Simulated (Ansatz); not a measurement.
The cell was built from the fcc type and relaxed in the same program, and has space group Fm-3m; it needn't be a known or the stable phase.

Ga: DFT, PBE, all-electron LAPW, scalar-relativistic (Ansatz 0.2.0).

```yaml
crystal:
  lattice:
    - [0.0, 2.1174158879, 2.1174158879]
    - [2.1174158879, 0.0, 2.1174158879]
    - [2.1174158879, 2.1174158879, 0.0]
  atoms:
    - { symbol: Ga, position: [0.0, 0.0, 0.0] }
kpoints:
  mp_grid: { grid: [17, 17, 17] }
  band_path:
    path:
      - [0.0, 0.0, 0.0]
      - [0.5, 0.0, 0.5]
      - [0.625, 0.25, 0.625]
      - [0.375, 0.375, 0.75]
      - [0.0, 0.0, 0.0]
      - [0.5, 0.5, 0.5]
      - [0.5, 0.25, 0.75]
      - [0.5, 0.0, 0.5]
    npoints: 8
scf:
  occupations: { method: fermi_dirac, width: 0.05 }
hamiltonian:
  xc: pbe
  pseudopotentials: { kind: all_electron, lapw: { basis_error: 0.00025 } }
output:
  forces: true
  stress: true
  eigenvalues: true
  populations: true
  dos: { projected: true, de: 0.2, e_range: [-14, 8] }
```

Output:

```
Ga: projections on atomic orbitals take those of the free atom 1s2 2s2 2p6 3s2 3p6 3d10 4s2 4p1, of charge +0.00 (hamiltonian.pseudopotentials.projection_atoms)
LAPW: plane waves up to 7.740 Å⁻¹, error target 2.5e-4 eV per atom; small_component_spin mean_spin; Ga in spheres of 1.497 Å, 21 of its electrons in bands, Dirac shells []
Engine: ansatz 0.2.0
Pseudopotentials: kind: all_electron
Pseudopotential: Ga, LAPW, valence charge 21, Koelling and Harmon's equation, gaussian nucleus
Functional definition: PBE
  parameter kappa = 0.804
  parameter beta = 0.06672455060314922
  exchange = pbe_x(kappa = kappa, mu = beta*pi^2/3)
  correlation = pbe_c(beta = beta)
Crystal: 1 atoms, lattice volume = 18.987 Å³
Basis set: ecut = 228.25287635540536 eV, 169 PW (Γ), exchange–correlation at level 2
Bands: 15, of which v1, the nominal top of the filled ones, is band 11 counted from 1 (10 counted from 0)
Symmetry: 48 space group operations
Space group: Fm-3m (ITA 225), of the structure as read, at distance tolerance 2.7e-5 Å
k-points: 165 of 4913
Non-local potential: Ga, projectors of the file, none
Initial density: superposition of atomic densities (chi_scale 0.1, normalization cell)
Initial wavefunctions: plane waves of lowest kinetic energy (no species holds an atomic orbital)
Functional: x = pbe(κ = 0.804, μ = 0.2195149727645171), c = pbe(β = 0.06672455060314922)
iter 1 solved again at ethr=2.25e-5 eV; its pass at ethr=1.00e-1 eV (dr2=4.72e-3 eV) is discarded
SCF iter   1: F=—  HF=-52899.856453 eV  |F-HF|=—  |Δ(HF+E_count)|=         —  Δρ=6.79e-3  dr2=4.76e-3  ethr=2.25e-5  ⟨swp⟩=3.6  Hψ=17695  notcnv=0
preconditioner: auto → none  [metal: Δε(μ)=0.052 eV  Ē_g=20.974 eV  σ=0.050 eV  W_gap=0.25  n_scr=8 (ndim 8)  ℏωp=30.7 eV  f_vac=0.000  D(μ)=0.35/eV (n_scr^D=0)  sad-step TF]
SCF iter   2: F=—  HF=-52899.831113 eV  |F-HF|=—  |Δ(HF+E_count)|=   2.53e-2  Δρ=3.74e-3  dr2=1.81e-3  ethr=2.25e-5  ⟨swp⟩=2.0  Hψ=7121  notcnv=0
SCF iter   3: F=—  HF=-52899.826412 eV  |F-HF|=—  |Δ(HF+E_count)|=   4.70e-3  Δρ=2.13e-3  dr2=5.67e-4  ethr=8.64e-6  ⟨swp⟩=2.0  Hψ=7019  notcnv=0
SCF iter   4: F=—  HF=-52899.825934 eV  |F-HF|=—  |Δ(HF+E_count)|=   4.78e-4  Δρ=9.40e-4  dr2=1.11e-4  ethr=2.70e-6  ⟨swp⟩=2.0  Hψ=7022  notcnv=0
iter 5 solved again at ethr=2.45e-8 eV; its pass at ethr=5.28e-7 eV (dr2=5.14e-6 eV) is discarded
SCF iter   5: F=—  HF=-52899.825832 eV  |F-HF|=—  |Δ(HF+E_count)|=   1.02e-4  Δρ=2.02e-4  dr2=5.14e-6  ethr=2.45e-8  ⟨swp⟩=2.0  Hψ=11894  notcnv=0
SCF iter   6: F=—  HF=-52899.825827 eV  |F-HF|=—  |Δ(HF+E_count)|=   4.63e-6  Δρ=2.17e-5  dr2=5.90e-8  ethr=2.45e-8  ⟨swp⟩=2.0  Hψ=7019  notcnv=0
SCF iter   7: F=-52899.825827 eV  HF=-52899.825827 eV  |F-HF|=3.27e-10  |Δ(HF+E_count)|=   5.08e-8  Δρ=1.20e-6  dr2=1.86e-10  ethr=2.81e-10  ⟨swp⟩=2.4  Hψ=7114  notcnv=0
SCF 1 converged in 7 iterations: F = -52899.825827 eV  dr2 = 1.86e-10
NSCF: frozen V_eff on 57 k-points
SCF converged after 7 iterations
Free energy (F): -52899.825827 eV
Harris-Foulkes:  -52899.825827 eV  (|F-HF|=3.27e-10)
Internal energy: -52899.822822 eV  (E = F + TS)
E sigma→0 (E₀):  -52899.824325 eV
Entropy (-TS):   -0.003005 eV (-3.005 meV/atom)
Fermi energy:    11.680023 eV
--- Per-component energies (eV) ---
  E_band       = -769.918802
  E_kinetic    = 53940.052490
  E_xc         = -2059.218332
  E_electrostatic = -104780.656980  (all electrons and nuclei)
  E_smearing   = -0.003005  (= −TS)
  E_closure    = 0.000000  (closes the sum)
  E_atoms      = -52896.944559  (free atoms, spherical and without spin; not in F)
  Σ components = -52899.825827   (vs F -52899.825827, Δ=0.00e0)
  Basis errors (estimates in eV, not in F): energy 4.4e-5 per atom: plane waves 4.3e-5 (3.1e-5 summed), levels above the bands 5.9e-128, relativity 1.7e-8, radial functions 9.5e-7, core shells 1.6e-15; eigenvalues (radial functions only) 1.0e-5; not estimated: angular momenta, meshes, grids; target (lapw.basis_error) 2.5e-4; muffin-tin radii Ga 1.497 Å
--- Forces (eV/Å), atoms counted from 1 ---
  atom   1  Ga    -0.00000000     0.00000000    -0.00000000
  max |Σ_I F_I| component: 6.68e-33 eV/Å
--- Stress (GPa, compression-positive) ---
        0.021108       0.000000      -0.000000
        0.000000       0.021108      -0.000000
       -0.000000      -0.000000       0.021108
  P = ⅓ Tr σ = 0.0211 GPa (0.211 kbar)
--- Band table (eV; the first three rows and the last of 165) ---
  k-point 0: bands = ["-132.0218", "-82.7518", "-82.7518", "-82.7518", "-3.1905", "-3.1905", "-3.1905", "-3.0722", "-3.0722", "0.6906", "23.8421", "23.8421", "23.8421", "27.4858", "27.5365"]
  k-point 1: bands = ["-132.0218", "-82.7519", "-82.7518", "-82.7518", "-3.1917", "-3.1864", "-3.1864", "-3.0728", "-3.0728", "0.7790", "22.6983", "23.6475", "23.6475", "26.5312", "27.8522"]
  k-point 2: bands = ["-132.0218", "-82.7522", "-82.7519", "-82.7519", "-3.1957", "-3.1759", "-3.1759", "-3.0733", "-3.0733", "1.0453", "20.4798", "23.2117", "23.2117", "26.1645", "28.5948"]
  k-point 164: bands = ["-132.0215", "-82.7542", "-82.7540", "-82.7531", "-3.2181", "-3.1819", "-3.1440", "-3.0433", "-2.9465", "9.7707", "11.4585", "11.8063", "13.4163", "27.0523", "28.1581"]
--- Löwdin populations: 1 site ---
  site symbol       q [e]
     0     Ga     30.9832
  spilling = 0.000541 (of n_electrons = 31.000000)
```

populations.tsv:

```
# site	symbol	l	j	q
# orbitals = lowdin
# n_electrons = 31.000000
# spilling = 0.000541
# projection_atom_Ga: 1s2 2s2 2p6 3s2 3p6 3d10 4s2 4p1
0	Ga	0_1S	-	1.999989
0	Ga	0_2S	-	1.999470
0	Ga	0_3S	-	1.987925
0	Ga	0_4S	-	1.299584
0	Ga	1_2P	-	5.999991
0	Ga	1_3P	-	5.996523
0	Ga	1_4P	-	1.709107
0	Ga	2_3D	-	9.990649
```
